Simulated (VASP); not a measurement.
All values below come from revTPSS meta-GGA, VASP's PBE PAW potentials (set 64) (plane waves; VASP).

Input for VASP

File KPOINTS:
```
Automatic mesh
0
gamma
  5 5 7
```

### INCAR
```
# general
SYSTEM  = MgF2
PREC    = Accurate
ENCUT   = 520   # plane-wave cut-off (eV)
LREAL   = .False.   # projection in real space or not
LASPH   = .True.   # aspherical one-centre terms

# electronic loop
EDIFF   = 1E-7   # SCF stop (eV)
NELM    = 100   # most electronic steps
ALGO    = Normal   # blocked Davidson
LMIXTAU = .True.

# smearing
ISMEAR  = 0   # Gaussian
SIGMA   = 0.05

# functional
METAGGA = RTPSS

# ions
IBRION  = 2
NSW     = 30   # most ionic steps
ISIF    = 4
EDIFFG  = -0.01

# output
LWAVE   = .False.
LCHARG  = .False.
```

POSCAR:
```
MgF2
1
    4.5922496634     0.0000000000     0.0000000000
    0.0000000000     4.5922496634     0.0000000000
    0.0000000000     0.0000000000     3.0345825249
Mg F
2 4
Direct
  0.0000000000   0.0000000000   0.0000000000
  0.5000000000   0.5000000000   0.5000000000
  0.3029513024   0.3029513024   0.0000000000
  0.8029513024   0.1970486976   0.5000000000
  0.1970486976   0.8029513024   0.5000000000
  0.6970486976   0.6970486976   1.0000000000
```

POTCAR, in this order: Mg F (PBE.64 set). Program: vasp_std.

The resulting files:

**OSZICAR**
```
       N       E                     dE             d eps       ncg     rms          rms(c)
DAV:   1     0.249087151544E+03    0.24909E+03   -0.18612E+04   968   0.158E+03
DAV:   2    -0.274891439845E+02   -0.27658E+03   -0.26644E+03  1352   0.470E+02
DAV:   3    -0.419106007671E+02   -0.14421E+02   -0.14369E+02  1148   0.105E+02
DAV:   4    -0.420696192696E+02   -0.15902E+00   -0.15888E+00  1096   0.133E+01
DAV:   5    -0.420715079789E+02   -0.18887E-02   -0.18885E-02  1124   0.136E+00    0.865E+00
DAV:   6    -0.385158499247E+02    0.35557E+01   -0.11711E+02   960   0.155E+02    0.621E+00
DAV:   7    -0.408220346144E+02   -0.23062E+01   -0.15984E+00  1056   0.114E+01    0.449E+00
DAV:   8    -0.434684308200E+02   -0.26464E+01   -0.32915E+01  1120   0.428E+01    0.128E+01
DAV:   9    -0.406944316039E+02    0.27740E+01   -0.16796E+01  1132   0.329E+01    0.146E+00
DAV:  10    -0.408661232682E+02   -0.17169E+00   -0.88412E-01  1004   0.840E+00    0.188E+00
DAV:  11    -0.406272734629E+02    0.23885E+00   -0.31856E-01   960   0.575E+00    0.308E-01
DAV:  12    -0.408401683181E+02   -0.21289E+00   -0.10766E-01   960   0.376E+00    0.101E-01
DAV:  13    -0.408441447166E+02   -0.39764E-02   -0.26186E-02  1060   0.139E+00    0.367E-01
DAV:  14    -0.408523577307E+02   -0.82130E-02   -0.20946E-02  1044   0.125E+00    0.178E-02
DAV:  15    -0.408527920540E+02   -0.43432E-03   -0.22433E-04  1084   0.163E-01    0.275E-02
DAV:  16    -0.408527584484E+02    0.33606E-04   -0.11683E-04  1084   0.902E-02    0.611E-03
DAV:  17    -0.408527969882E+02   -0.38540E-04   -0.18319E-05  1008   0.540E-02    0.358E-03
DAV:  18    -0.408528091173E+02   -0.12129E-04   -0.23889E-06  1008   0.205E-02    0.178E-03
DAV:  19    -0.408528084085E+02    0.70883E-06   -0.56349E-07  1136   0.631E-03    0.143E-03
DAV:  20    -0.408528085937E+02   -0.18515E-06   -0.78103E-08   616   0.377E-03    0.133E-03
DAV:  21    -0.408528086823E+02   -0.88593E-07   -0.10683E-07   528   0.283E-03
   1 F= -.40852809E+02 E0= -.40852809E+02  d E =-.408528E+02
       N       E                     dE             d eps       ncg     rms          rms(c)
DAV:   1    -0.408526904134E+02    0.11818E-03   -0.67763E-02   960   0.249E+00    0.104E-01
DAV:   2    -0.408529365791E+02   -0.24617E-03   -0.22146E-03  1100   0.467E-01    0.626E-02
DAV:   3    -0.408529696078E+02   -0.33029E-04   -0.15576E-04  1040   0.136E-01    0.229E-02
DAV:   4    -0.408529782481E+02   -0.86402E-05   -0.51900E-05  1020   0.987E-02    0.163E-03
DAV:   5    -0.408529939185E+02   -0.15670E-04   -0.26065E-05   996   0.603E-02    0.356E-03
DAV:   6    -0.408530041682E+02   -0.10250E-04   -0.36663E-06  1012   0.217E-02    0.127E-03
DAV:   7    -0.408530050104E+02   -0.84223E-06   -0.26549E-07   640   0.648E-03    0.508E-04
DAV:   8    -0.408530050955E+02   -0.85081E-07   -0.72535E-08   540   0.318E-03
   2 F= -.40853005E+02 E0= -.40853005E+02  d E =-.196413E-03
```

File OUTCAR:
```
------------------------ aborting loop because EDIFF is reached ----------------------------------------
  FORCE on cell =-STRESS in cart. coord.  units (eV):
  Direction    XX          YY          ZZ          XY          YZ          ZX
  --------------------------------------------------------------------------------------
  Total        1.2680416      1.2680416      1.3378362     -0.0000000      0.0000000      0.0000000
  in kB       31.7463759     31.7463759     33.4937367     -0.0000000      0.0000000      0.0000000
  external PRESSURE =      32.3288295 kB  Pullay stress =       0.0000000 kB
  volume of cell :       64.00
      direct lattice vectors                 reciprocal lattice vectors
     4.590103053 -0.000000000  0.000000000     0.217860032 -0.000000000  0.000000000
     0.000000000  4.590103053  0.000000000     0.000000000  0.217860032  0.000000000
     0.000000000  0.000000000  3.037421498     0.000000000  0.000000000  0.329226616
 POSITION                                       TOTAL-FORCE (eV/Angst)
 -----------------------------------------------------------------------------------
      0.00000     -0.00000      0.00000        -0.000000      0.000000     -0.000000
      2.29505      2.29505      1.51871        -0.000000      0.000000     -0.000000
      1.38967      1.38967      3.03742        -0.004428     -0.004428     -0.000000
      3.68472      0.90538      1.51871        -0.004428      0.004428      0.000000
      0.90538      3.68472      1.51871         0.004428     -0.004428     -0.000000
      3.20043      3.20043      0.00000         0.004428      0.004428      0.000000
 -----------------------------------------------------------------------------------
    total drift:                                0.000000     -0.000000      0.000000
  FREE ENERGIE OF THE ION-ELECTRON SYSTEM (eV)
  ---------------------------------------------------
  free  energy   TOTEN  =       -40.8530050955 eV

  energy  without entropy=      -40.8530050955  energy(sigma->0) =      -40.85300510

 reached required accuracy - stopping structural energy minimisation
```
(Selected blocks of OUTCAR.)

CONTCAR:
```
MgF2
   1.00000000000000
     4.5901030528508988   -0.0000000000000000    0.0000000000000000
     0.0000000000000000    4.5901030528508988    0.0000000000000000
     0.0000000000000000    0.0000000000000000    3.0374214982177654
  Mg              F
     2     4
Direct
     0.0000000000000000    0.0000000000000000    0.0000000000000000
     0.5000000000000000    0.5000000000000000    0.5000000000000000
     0.3027542943278604    0.3027542943278604    1.0000000000000000
     0.8027542943278605    0.1972457056721395    0.5000000000000000
     0.1972457056721395    0.8027542943278605    0.5000000000000000
     0.6972457056721395    0.6972457056721395    0.0000000000000000
```

The compound is MgF2 in the rutile structure. This cell is one point of a volume scan, at 0.97 of the reference volume. Symmetry was kept, so distortions that lower it aren't found.
